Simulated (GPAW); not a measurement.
Wanted: an ASE script for a GPAW 26.7.0 run.

```yaml
Task: relaxation of cell and atoms
Functional: PBEsol
Potentials_or_basis: PAW data sets generated in the run's folder for this functional
Cutoff: 600 eV
Basis: pw
k_mesh: 11 × 11 × 11
Occupations: fermi-dirac, width 0.05 eV
Spin: no spin polarisation
Target_pressure: 10 GPa
Maxiter: 150
Optimizer: BFGS
Fmax: 0.02 eV/Å
Max_steps: 60
Target_pressure: 10 GPa
Convergence: density=1e-05 forces=0.0001
```

Ti:

```
Ti
1.0
     0.00000    2.03000    2.03000
     2.03000    0.00000    2.03000
     2.03000    2.03000    0.00000
Ti
1
Cartesian
  0.0000 0.0000 0.0000
```

This isn't the form of Ti at room conditions, which is hcp.

The input as run:

run.py

```python
from ase import Atoms
from ase.filters import FrechetCellFilter
from ase.io import write
from ase.optimize import BFGS
from ase.units import GPa
from gpaw import GPAW, PW, setup_paths

setup_paths.insert(0, '.')

atoms = Atoms(['Ti'],
              cell=[[0.0, 2.03, 2.03],
                    [2.03, 0.0, 2.03],
                    [2.03, 2.03, 0.0]],
              scaled_positions=[[0.0, 0.0, 0.0]],
              pbc=True)

calc = GPAW(mode=PW(600),
            xc='PBEsol',
            kpts={'size': (11, 11, 11), 'gamma': True},
            occupations={'name': 'fermi-dirac', 'width': 0.05},
            nbands=14,
            convergence={'density': 1e-05, 'forces': 0.0001},
            maxiter=150,
            txt='gpaw.txt')
atoms.calc = calc
opt = BFGS(FrechetCellFilter(atoms, scalar_pressure=10 * GPa), trajectory='relax.traj', logfile='-')
done = opt.run(fmax=0.02, steps=60)
calc.write('gs.gpw')
write('result.traj', atoms)
print('Converged:', done)
print('Cell:', atoms.cell.cellpar().round(4))
print('Volume:', round(atoms.get_volume(), 4))
print(atoms.get_scaled_positions().round(5))
```

Potentials or basis: PAW data sets generated in the run's folder for this functional, pw.

Run with:

```console
$ gpaw-setup -f PBEsol Ti
$ OMP_NUM_THREADS=1 python run.py
```

It gave:

```yaml
Relaxed_volume: 15.39 Å³/atom
Relaxed_cell: a = 2.792 Å, b = 2.792 Å, c = 2.792 Å, α = 60.00°, β = 60.00°, γ = 60.00°
Space_group_after_relaxing_to_0.05_Å: Fm-3m (No. 225)
Energy_change_on_relaxing_the_enthalpy_is_what_falls: +41.5 meV/atom
Ionic_steps: 4
Pressure_after_relaxing: 10.0 GPa
Band_gap_on_the_k_mesh: none (metal or under the smearing width)
```

Caveat: later steps reuse the first step's grids.

Run time: 25 s on 1 thread of Arm Neoverse V2, with other jobs on the host, peak memory 0.16 GiB.
